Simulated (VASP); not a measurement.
# Al (Im-3m) in VASP: a series of runs, part 2 of 2

VASP 6.6.1. The steps go on from the part before.

## (3) Single point, PBE

This run uses another cell than the first one, of 16.94 Å³/atom, 1.020 times its volume.

INCAR

```
SYSTEM = Al
PREC     = Accurate       ! precision mode
ENCUT    = 520            ! plane-wave cutoff, eV
EDIFF    = 1E-6           ! SCF threshold, eV
ISMEAR   = 0              ! smearing method
SIGMA    = 0.05           ! smearing width, eV
LREAL    = .FALSE.        ! projectors in reciprocal space
LASPH    = .TRUE.         ! aspherical terms in the spheres
NELM     = 100            ! most SCF steps
ALGO     = Fast           ! electronic algorithm
ISIF     = 2              ! what is computed and relaxed
LWAVE    = .FALSE.        ! write WAVECAR
LCHARG   = .FALSE.        ! write CHGCAR
GGA      = PE             ! functional
NBANDS   = 8              ! bands
```

KPOINTS

```
Automatic mesh
0
G
  18 18 18
  0 0 0
```

POSCAR

```
Al
1.0
   -1.6179826854      1.6179826854      1.6179826854
    1.6179826854     -1.6179826854      1.6179826854
    1.6179826854      1.6179826854     -1.6179826854
Al
1
Direct
    0.0000000000      0.0000000000      0.0000000000
```

Potentials or basis: VASP PAW PBE potentials, release 64 (Al).

On the command line:

```
> cat potpaw_PBE.64/Al/POTCAR > POTCAR
> mpirun -np 1 vasp_std > vasp.out
```

OUTCAR:

```text
SYSTEM = Al
   PREC = Accurate
   ENCUT = 520
   EDIFF = 1E-6
   ISMEAR = 0
   LREAL = .FALSE.
   LASPH = .TRUE.
   NELM = 100
   ISIF = 2
   GGA = PE

 ion  position               nearest neighbor table
   1  0.000  0.000  0.000-

  LATTYP: Found a body centered cubic cell.
 ALAT       =     3.2359653708

  Lattice vectors:

 A1 = (  -1.6179826854,   1.6179826854,   1.6179826854)
 A2 = (   1.6179826854,  -1.6179826854,   1.6179826854)
 A3 = (   1.6179826854,   1.6179826854,  -1.6179826854)

Analysis of symmetry for initial positions (statically):
=====================================================================
 Subroutine PRICEL returns:
 Original cell was already a primitive cell.

 Routine SETGRP: Setting up the symmetry group for a
 body centered cubic supercell.

 Subroutine GETGRP returns: Found 48 space group operations
 (whereof 48 operations were pure point group operations)
 out of a pool of 48 trial point group operations.

The static configuration has the point symmetry O_h .

Analysis of symmetry for dynamics (positions and initial velocities):
=====================================================================
 Subroutine PRICEL returns:
 Original cell was already a primitive cell.

 Routine SETGRP: Setting up the symmetry group for a
 body centered cubic supercell.

 Subroutine GETGRP returns: Found 48 space group operations
 (whereof 48 operations were pure point group operations)
 out of a pool of 48 trial point group operations.

The dynamic configuration has the point symmetry O_h .

 Subroutine INISYM returns: Found 48 space group operations
 (whereof 48 operations are pure point group operations),
 and found     1 'primitive' translations

----------------------------------------------------------------------------------------

                                     Primitive cell

  volume of cell :      16.9427

  direct lattice vectors                    reciprocal lattice vectors
    -1.617982685  1.617982685  1.617982685     0.000000000  0.309026793  0.309026793
     1.617982685 -1.617982685  1.617982685     0.309026793  0.000000000  0.309026793
     1.617982685  1.617982685 -1.617982685     0.309026793  0.309026793  0.000000000

  length of vectors
     2.802428217  2.802428217  2.802428217     0.437029881  0.437029881  0.437029881

  position of ions in fractional coordinates (direct lattice)
     0.000000000  0.000000000  0.000000000

  ion indices of the primitive-cell ions
   primitive index   ion index
                 1           1

----------------------------------------------------------------------------------------

 KPOINTS: Automatic mesh

Automatic generation of k-mesh.
 Grid dimensions read from file:
 generate k-points for:   18   18   18

 Generating k-lattice:

  Cartesian coordinates                     Fractional coordinates (reciprocal lattice)
     0.000000000  0.017168155  0.017168155     0.055555556  0.000000000  0.000000000
     0.017168155  0.000000000  0.017168155     0.000000000  0.055555556  0.000000000
     0.017168155  0.017168155  0.000000000     0.000000000  0.000000000  0.055555556

  Length of vectors
     0.024279438  0.024279438  0.024279438

  Shift w.r.t. Gamma in fractional coordinates (k-lattice)
     0.000000000  0.000000000  0.000000000

 Subroutine IBZKPT returns following result:
 ===========================================

 Found    195 irreducible k-points:

 Following reciprocal coordinates:
            Coordinates               Weight
  0.000000  0.000000  0.000000      1.000000
  0.055556  0.000000  0.000000     12.000000
  0.111111  0.000000  0.000000     12.000000
  0.166667  0.000000  0.000000     12.000000
  0.222222  0.000000  0.000000     12.000000
  0.277778  0.000000  0.000000     12.000000
[... 16 lines left out ...]
  0.333333  0.111111  0.000000     48.000000
  0.388889  0.111111  0.000000     48.000000
 [... further k-points ...]
   k-points           NKPTS =    195   k-points in BZ     NKDIM =    195   number of bands    NBANDS=      8
   number of dos      NEDOS =    301   number of ions     NIONS =      1
   total plane-waves  NPLWV =  13824
   dimension x,y,z NGX =    24 NGY =   24 NGZ =   24
   dimension x,y,z NGXF=    48 NGYF=   48 NGZF=   48
   ions per type =               1
   NGX,Y,Z   is equivalent  to a cutoff of  14.24, 14.24, 14.24 a.u.
   NGXF,Y,Z  is equivalent  to a cutoff of  28.47, 28.47, 28.47 a.u.
 SYSTEM =  Al
   PREC   = accura    normal or accurate (medium, high low for compatibility)
   ISTART =      0    job   : 0-new  1-cont  2-samecut
   ICHARG =      2    charge: 1-file 2-atom 10-const
   ISPIN  =      1    spin polarized calculation?
   LNONCOLLINEAR =      F non collinear calculations
   LSORBIT =      F    spin-orbit coupling
   LASPH  =      T    aspherical Exc in radial PAW
   ENCUT  =  520.0 eV  38.22 Ry    6.18 a.u.   5.21  5.21  5.21*2*pi/ulx,y,z
   NELM   =    100;   NELMIN=  2; NELMDL= -5     # of ELM steps
   EDIFF  = 0.1E-05   stopping-criterion for ELM
   LREAL  =      F    real-space projection
   EDIFFG = 0.1E-04   stopping-criterion for IOM
   NSW    =      0    number of steps for IOM
   IBRION =     -1    ionic relax: 0-MD 1-quasi-New 2-CG
   NFREE  =      0    steps in history (QN), initial steepest desc. (CG)
   ISIF   =      2    stress and relaxation
   ISYM   =      2    0-nonsym 1-usesym 2-fastsym
   POTIM  = 0.5000    time-step for ionic-motion
   TEBEG  =    0.0;   TEEND  =   0.0 temperature during run
   PSTRESS=    0.0 pullay stress
   NELECT =       3.0000    total number of electrons
   NUPDOWN=      -1.0000    fix difference up-down
   EMIN   =  10.00;   EMAX   =-10.00  energy-range for DOS
   EFERMI =   0.00;   METHOD = LEGACY
   ISMEAR =     0;   SIGMA  =   0.05  broadening in eV -4-tet -1-fermi 0-gaus
   EFERMI_NEDOS =   21; number of points for ismear=-14 and -15
   IALGO  =     68    algorithm
   IMIX   =      4    mixing-type and parameters
     AMIX     =   0.40;   BMIX     =  1.00
     AMIX_MAG =   1.60;   BMIX_MAG =  1.00
  volume/ion in A,a.u.               =      16.94       114.33
  Fermi-wavevector in a.u.,A,eV,Ry     =   0.919295  1.737215 11.498319  0.845103
  Thomas-Fermi vector in A             =   2.044472
   LORBIT       =      0    0 simple, 1 ext, 2 COOP (PROOUT), +10 PAW based schemes
   GGA     = PE    functional components
   LHFCALC =     F    Hartree Fock is set to
   AEXX    =    0.0000 exact exchange contribution
   IVDW    =     0    specifies the selected vdW correction
   LEPSILON=     F    determine dielectric tensor
   LRPA    =     F    only Hartree local field effects (RPA)
 non-spin polarized calculation
 RMM-DIIS sequential band-by-band and
 Gauss-broadening in eV      SIGMA  =   0.05
  energy-cutoff  :      520.00
  volume of cell :       16.94
 maximum number of plane-waves:       470
 NGX is ok and might be reduce to    24
   NGX = 11   NGY = 11   NGZ = 11

 number of electron       3.0000000 magnetization

 Free energy of the ion-electron system (eV)
  ---------------------------------------------------
  ext. energy  EPLUGINS =         0.00000000
  ---------------------------------------------------
  free energy    TOTEN  =        -3.65226921 eV

  energy without entropy =       -3.65186191  energy(sigma->0) =       -3.65206556

 E-fermi :   7.7370     XC(G=0): -10.1055

 val. band max:        7.6670823572   @ k =   0.2778   0.1111   0.1111
 cond. band min:       7.7434577544   @ k =   0.2778   0.1667   0.0556
 fundamental gap:      0.0763753972
 Fermi energy:         7.7369599204

 k-point     1 :       0.0000    0.0000    0.0000
  band No.  band energies     occupation
      1      -3.2210      2.00000
      2      20.8366      0.00000
      3      20.8366      0.00000
      4      20.8366      0.00000
      5      22.0462      0.00000
      6      22.0462      0.00000
      7      22.0462      0.00000
      8      23.8434      0.00000
[... 243 lines left out ...]
 k-point    24 :       0.3889    0.1111    0.0000
  band No.  band energies     occupation
      1       2.5132      2.00000
      2       5.5445      2.00000
      3      12.7767      0.00000
      4      15.6062      0.00000
      5      19.0151      0.00000
      6      21.6369      0.00000
      7      26.0964      0.00000
      8      28.4651      0.00000

 [... further k-points ...]

------------------------ aborting loop because EDIFF is reached ----------------------------------------

  FORCE on cell =-STRESS in cart. coord.  units (eV):
  Direction    XX          YY          ZZ          XY          YZ          ZX
  --------------------------------------------------------------------------------------
  -------------------------------------------------------------------------------------
  Total       -0.0028412     -0.0028412     -0.0028412     -0.0000000     -0.0000000      0.0000000
  in kB       -0.2686801     -0.2686801     -0.2686801     -0.0000000     -0.0000000      0.0000000
  external PRESSURE =      -0.2686801 kB  Pullay stress =       0.0000000 kB

 VOLUME and BASIS-vectors are now :
 -----------------------------------------------------------------------------
  energy-cutoff  :      520.00
  volume of cell :       16.94
      direct lattice vectors                 reciprocal lattice vectors
    -1.617982685  1.617982685  1.617982685     0.000000000  0.309026793  0.309026793
     1.617982685 -1.617982685  1.617982685     0.309026793  0.000000000  0.309026793
     1.617982685  1.617982685 -1.617982685     0.309026793  0.309026793  0.000000000

 POSITION                                       TOTAL-FORCE (eV/Angst)
 -----------------------------------------------------------------------------------
      0.00000      0.00000      0.00000        -0.000000      0.000000     -0.000000
 -----------------------------------------------------------------------------------
    total drift:                                0.000000      0.000000      0.000000

  FREE ENERGIE OF THE ION-ELECTRON SYSTEM (eV)
  ---------------------------------------------------
  free  energy   TOTEN  =        -3.6522692095 eV

  energy  without entropy=       -3.6518619058  energy(sigma->0) =       -3.65206556
```

Wall time 11 s (1 thread of Intel Xeon Platinum 8488C (Sapphire Rapids), shared host); peak memory 0.14 GiB.

What came out:

```
Free energy            : -3.6523 eV
Pressure               : 0.0 GPa
Band gap on the k mesh : none (metal or under the smearing width)
```
